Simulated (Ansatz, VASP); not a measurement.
# Ga in VASP and in Ansatz

File INCAR:

```
SYSTEM = Ga
PREC = Accurate
ENCUT = 600
EDIFF = 1E-7
ISMEAR = -1
SIGMA = 0.05
LREAL = .False.
LASPH = .True.
NELM = 100
ALGO = Normal
ISIF = 3
LWAVE = .False.
LCHARG = .False.
GGA = RP
IVDW = 12
IBRION = 2
NSW = 60
EDIFFG = -0.01
```

File KPOINTS:

```
Automatic mesh
0
Gamma
  10 10 10
  0 0 0
```

File POSCAR:

```
Ga
1.0
    2.7164800000      0.0000000000      0.0000000000
    0.0000000000      2.7164800000      0.0000000000
    0.0000000000      0.0000000000      2.7164800000
Ga
1
Direct
    0.0000000000      0.0000000000      0.0000000000
```

File input.yaml:

```yaml
crystal:
  lattice:
    - [2.71648, 0.0, 0.0]
    - [0.0, 2.71648, 0.0]
    - [0.0, 0.0, 2.71648]
  atoms:
    - { symbol: Ga, position: [0.0, 0.0, 0.0] }
hamiltonian:
  xc: rpbe
  pseudopotentials: { kind: paw }
  dispersion: d3bj
kpoints:
  mp_grid: { grid: [10, 10, 10] }
scf:
  occupations: { method: fermi_dirac, width: 0.05 }
output:
  forces: true
  stress: true
  eigenvalues: true
relax:
  f_tol: 0.01
  max_steps: 40
  cell: { stress_tol: 0.05 }
```

The cell was built by a generator and needn't be a form met in nature.

Alike in both runs: task relaxation of cell and atoms; functional RPBE; dispersion D3(BJ); k mesh 10 × 10 × 10; occupations fermi-dirac, width 0.05 eV; no spin polarisation.

|  | VASP | Ansatz |
| --- | --- | --- |
| version | VASP 6.6.1 | Ansatz 0.2.0 |
| potentials or method | VASP PAW PBE potentials, release 64 (Ga_d) | Ansatz PAW |
| plane-wave cutoff (eV) | 600 | 420 |
| valence electrons in the cell | 13 | 13 |

|  | VASP | Ansatz | Ansatz less VASP |
| --- | --- | --- | --- |
| gap on the k mesh at the Fermi level, each at its own relaxed structure (eV) | none | none | - |
| relaxed volume (Å³/atom) | 15.77 | 15.74 | -0.029 |
| relaxed cell length with the largest relative difference (Å) | 2.508 | 2.506 | -0.0015 |
| energy change over the relaxation (meV/atom) | -215 | -220 | -5.5 |

A gap of «none» marks a metal or a gap that the smearing closes.

Caveats: the volume moved by over 15 % at a fixed basis, so the end points are rough; pairwise dispersion overbinds metals, which lowers pressure and volume; the PAW data sets were made with another functional, which shifts forces and pressure a little (VASP); the plane-wave basis is chosen anew once the cell has moved, so the energies of steps on either side of that aren't comparable (Ansatz); the PAW data sets come from PBE, with cores solved anew for the run's functional, which leaves a small shift of forces and pressure (Ansatz).
